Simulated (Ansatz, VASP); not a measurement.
ZrB2: VASP beside Ansatz

```xyz
3
Lattice="3.1549 0.0000 0.0000 -1.5774 2.7322 0.0000 0.0000 0.0000 3.5070" Properties=species:S:1:pos:R:3 pbc="T T T"
Zr    0.0000    0.0000    0.0000
B     0.0000    1.8215    1.7535
B     1.5774    0.9107    1.7535
```

Alike in both runs: functional PBEsol; k mesh 15 × 15 × 12; occupations gaussian, width 0.1 eV; no spin polarisation.

Ansatz relaxed the structure, and its values are those at the end. VASP's run is a single point on that final structure, the one shown.

```csv
,VASP,Ansatz
version,VASP 6.6.1,Ansatz 0.2.0
potentials or method,"VASP PAW PBE potentials, release 64 (Zr_sv, B)","scalar-relativistic, plane waves, PAW"
plane-wave cutoff (eV),520,420
valence electrons in the cell,18,18
```

```tsv
	VASP	Ansatz	Ansatz less VASP
gap on the k mesh at the Fermi level (eV)	none	none	-
pressure (GPa)	0.3	0.0	-0.34
```

A gap of «none» marks a metal or a gap that the smearing closes.

Caveats: the PAW data sets were made with another functional, which shifts forces and pressure a little (VASP).
